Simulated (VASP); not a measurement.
A run of VASP 6.6.1:

File INCAR:

```
ALGO = Normal
EDIFF = 1E-6
ENCUT = 520
GGA = PE
ISIF = 2
ISMEAR = 0
LASPH = T
LCHARG = F
LREAL = F
LWAVE = F
NBANDS = 16
NELM = 100
PREC = Accurate
SIGMA = 0.011
```

The input KPOINTS:

```
k-points
0
Gamma
  7 7 4
```

The input POSCAR:

```
Mg3Sb2
1.0
    4.5820000000      0.0000000000      0.0000000000
   -2.2910000000      3.9681284001      0.0000000000
    0.0000000000      0.0000000000      7.2440000000
Sb Mg
2 3
Direct
    0.6666666667      0.3333333333      0.7650000000
    0.3333333333      0.6666666667      0.2350000000
    0.0000000000      0.0000000000      0.0000000000
    0.6666666667      0.3333333333      0.3700000000
    0.3333333333      0.6666666667      0.6300000000
```

Potentials or basis: VASP PAW PBE potentials, release 64 (Sb, Mg).

Launch:

```bash
$ cat potpaw_PBE.64/Sb/POTCAR potpaw_PBE.64/Mg/POTCAR > POTCAR
$ mpirun -np 1 vasp_std > vasp.out
```

Hardware: 1 thread of Intel(R) Xeon(R) Platinum 8375C CPU @ 2.90GHz (Ice Lake), with other jobs on the host.

Task: Estimate the wall time of this run.

Result: Run time: 58 s on 1 thread of Intel(R) Xeon(R) Platinum 8375C CPU @ 2.90GHz (Ice Lake), on a shared host, peak memory 0.26 GiB. Counts: scf iterations 13, k points 28.
